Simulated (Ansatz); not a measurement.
Input for Ansatz (plane-wave DFT, PAW):

```yaml
crystal:
  lattice:
    - [0.0, 2.8452151541, 2.8452151541]
    - [2.8452151541, 0.0, 2.8452151541]
    - [2.8452151541, 2.8452151541, 0.0]
  atoms:
    - { symbol: Cd, position: [0.0, 0.0, 0.0] }
    - { symbol: S, position: [0.5, 0.5, 0.5] }
basis:
  ecutwfc: 420
kpoints:
  mp_grid: { grid: [12, 12, 12] }
hamiltonian:
  xc: pbe
scf:
  occupations: { method: gaussian, width: 0.01 }
output:
  forces: true
  stress: true
  eigenvalues: true
  populations: true
```

Run as
```bash
ansatz run input.yaml --threads 1 --pin off --max-ram 1331MiB --backend cpu --events-out ev --progress --plain --runs-dir out
```

Method: DFT PBE, scalar-relativistic, plane waves, PAW (Ansatz 0.2.0).

Abridged output (iterations and final results):

```
SCF iter   1: F=—  HF=-9157.464983 eV  |F-HF|=—  |Δ(HF+E_count)|=         —  Δρ=7.68e-4  dr2=3.17e-4  ethr=1.77e-3  ⟨swp⟩=5.0  Hψ=5982  notcnv=0
SCF iter   2: F=—  HF=-9157.465848 eV  |F-HF|=—  |Δ(HF+E_count)|=   8.65e-4  Δρ=3.91e-4  dr2=8.28e-5  ethr=1.22e-6  ⟨swp⟩=2.5  Hψ=3085  notcnv=0
SCF iter   3: F=—  HF=-9157.465910 eV  |F-HF|=—  |Δ(HF+E_count)|=   6.17e-5  Δρ=1.70e-4  dr2=1.36e-5  ethr=3.19e-7  ⟨swp⟩=2.2  Hψ=1872  notcnv=0
SCF iter   4: F=—  HF=-9157.465925 eV  |F-HF|=—  |Δ(HF+E_count)|=   1.50e-5  Δρ=5.11e-5  dr2=9.85e-7  ethr=5.21e-8  ⟨swp⟩=2.1  Hψ=1806  notcnv=0
SCF iter   5: F=—  HF=-9157.465925 eV  |F-HF|=—  |Δ(HF+E_count)|=   4.99e-7  Δρ=1.63e-5  dr2=1.01e-7  ethr=3.79e-9  ⟨swp⟩=2.2  Hψ=1931  notcnv=0
SCF iter   6: F=-9157.465925 eV  HF=-9157.465925 eV  |F-HF|=7.77e-9  |Δ(HF+E_count)|=   7.76e-8  Δρ=3.81e-6  dr2=1.13e-8  ethr=3.85e-10  ⟨swp⟩=5.0  Hψ=4880  notcnv=0
SCF 1 converged in 6 iterations: F = -9157.465925 eV  dr2 = 1.13e-8
SCF converged after 6 iterations
Free energy (F): -9157.465925 eV
Harris-Foulkes:  -9157.465925 eV  (|F-HF|=7.77e-9)
Internal energy: -9157.465925 eV  (E = F + TS)
E sigma→0 (E₀):  -9157.465925 eV
Fermi energy:    7.986133 eV
--- Per-component energies (eV) ---
  E_band       = -481.700967
  E_kinetic    = 608.514366
  E_local      = -3724.641445  (includes V_loc(G=0)·N_el)
  E_nonlocal   = 63.084721
  E_hartree    = 1712.668021
  E_xc         = -272.097833
  E_vxc        = -306.708987  (∫ρ·V_xc dr)
  E_paw        = -4684.848603  (= ΣΔE_a)
  E_vpaw       = -547.282702  (= ΣTr[D̂ρ^β])
  E_aug_tail   = 0.000015  (compensation charges beyond the density's cutoff)
  E_ewald      = -2860.145167
  E_smearing   =  0.000000  (= −TS)
--- Forces (eV/Å), atoms counted from 1 ---
  atom   1  Cd     0.00000000     0.00000000     0.00000000
  atom   2  S      0.00000000     0.00000000     0.00000000
--- Stress (GPa, compression-positive) ---
       -5.891382       0.000000       0.000000
        0.000000      -5.891382       0.000000
        0.000000       0.000000      -5.891382
  P = ⅓ Tr σ = -5.8914 GPa (-58.914 kbar)
--- Band table (eV; the first three rows and the last of 72) ---
  k-point 0: bands = ["-93.6083", "-54.6803", "-54.6803", "-54.6803", "-4.1907", "0.4302", "0.4302", "0.4302", "0.4324", "0.4324", "7.3282", "7.3282", "7.3282", "8.2960", "16.9982", "16.9982", "16.9982"]
  k-point 1: bands = ["-93.6083", "-54.6803", "-54.6803", "-54.6803", "-4.1430", "0.4177", "0.4177", "0.4267", "0.4399", "0.4399", "6.6483", "7.3595", "7.3595", "8.9858", "16.3001", "16.8657", "16.8657"]
  k-point 2: bands = ["-93.6083", "-54.6805", "-54.6803", "-54.6803", "-4.0071", "0.3788", "0.3788", "0.4151", "0.4658", "0.4658", "5.7044", "7.4473", "7.4473", "9.9422", "15.2638", "16.0913", "16.0913"]
  k-point 71: bands = ["-93.6083", "-54.6808", "-54.6808", "-54.6806", "-3.3830", "0.3464", "0.4442", "0.4442", "0.6207", "0.9670", "5.2280", "5.2280", "5.3963", "10.8803", "14.3225", "15.3176", "15.3176"]
--- Löwdin populations: 2 sites ---
  site symbol q [e]
     0     Cd     18.7685
     1      S      7.0603
  spilling = 0.006584 (of n_electrons = 26.000000)
```

The calculation finished and met its thresholds.